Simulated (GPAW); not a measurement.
The system is Te2Mo.

```xyz
6
Lattice="3.5182 0.0000 0.0000 -1.7591 3.0469 0.0000 0.0000 0.0000 13.9736" Properties=species:S:1:pos:R:3 pbc="T T T"
Te    1.7591    1.0156    5.2960
Te    0.0000    2.0312   12.2828
Te    1.7591    1.0156    1.6908
Te    0.0000    2.0312    8.6776
Mo    1.7591    1.0156   10.4802
Mo    0.0000    2.0312    3.4934
```

Base run:

- Program: GPAW 26.7.0
- Functional: TB-mBJ
- Potentials or basis: GPAW PAW data sets for LDA (gpaw-data 1.2.1)
- Cutoff: 600 eV
- Basis: pw
- k mesh: 6 × 6 × 2
- Occupations: fermi-dirac, width 0.05 eV
- Spin: no spin polarisation

Its results: band gap on the k mesh 0.92 eV, indirect (least direct gap 1.07 eV).

**Question.** The run is repeated on the same cell with these changes: k mesh from 6 × 6 × 2 to 5 × 5 × 2. What comes out?

**Answer.** Band gap on the k mesh 0.81 eV, indirect (least direct gap 1.36 eV).

Caveats: a model potential gives levels but no total energy; spin-orbit coupling is left out, which moves the levels of the heavy elements; an odd mesh through Γ misses points on the zone boundary, where band edges often lie (some runs).

Not every run made on this cell is shown here.
